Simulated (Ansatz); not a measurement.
C: random displacements

Theory: Ansatz 0.2.0, DFT r2SCAN, scalar-relativistic, plane waves, PAW. The runs took a 500 eV cutoff, a Γ-centred 12×12×4 mesh and Gaussian smearing (0.05 eV). No spin polarisation. Energies are free energies at this smearing, counted from the undisturbed cell; pressure is positive in compression.

Zero of the scan (relaxed at this level):

```
C
1.0
     2.50984    0.00000    0.00000
    -1.25492    2.17358    0.00000
     0.00000    0.00000    8.28032
C
8
Direct
  0.00000 0.00000 0.09293
  0.00000 0.00000 0.59293
  0.00000 0.00000 0.40707
  0.00000 0.00000 0.90707
  0.33333 0.66667 0.15550
  0.66667 0.33333 0.65550
  0.33333 0.66667 0.34450
  0.66667 0.33333 0.84450
```

The atoms are displaced (Å, in the unstrained cell):

```
atom ux uy uz
  C1   0.002  -0.090  -0.118
  C2   0.117  -0.298   0.235
  C3  -0.130   0.034   0.008
  C4   0.162   0.188   0.065
  C5  -0.142  -0.254   0.051
  C6   0.031   0.288  -0.307
  C7   0.099   0.003  -0.082
  C8  -0.140   0.129   0.147
```

Strain (Voigt, engineering shear): (-0.0028, 0.0036, -0.0116, 0.0266, 0.1011, -0.0040).

Problem. What are the energy change, the stress and the forces?

Solution. ΔE = 3530.0 meV/atom; stress (xx, yy, zz, yz, xz, xy; compression positive) (53.89, 342.68, 64.93, 0.20, -31.84, 33.74) GPa.
```
atom Fx (eV/Å) Fy Fz
  C1      -1.66    -2.35   9.57
  C2      11.34   103.37  -3.09
  C3       4.54    -0.08  -3.31
  C4     -14.02    -9.33  -0.73
  C5       3.40     5.14  -4.01
  C6     -12.74  -103.28   3.31
  C7      -5.92    -1.54   3.58
  C8      15.06     8.07  -5.31
```

Cost: 1 run of about 0.36 core-minutes, on AMD EPYC 9R45 (Zen 5) (shared hosts).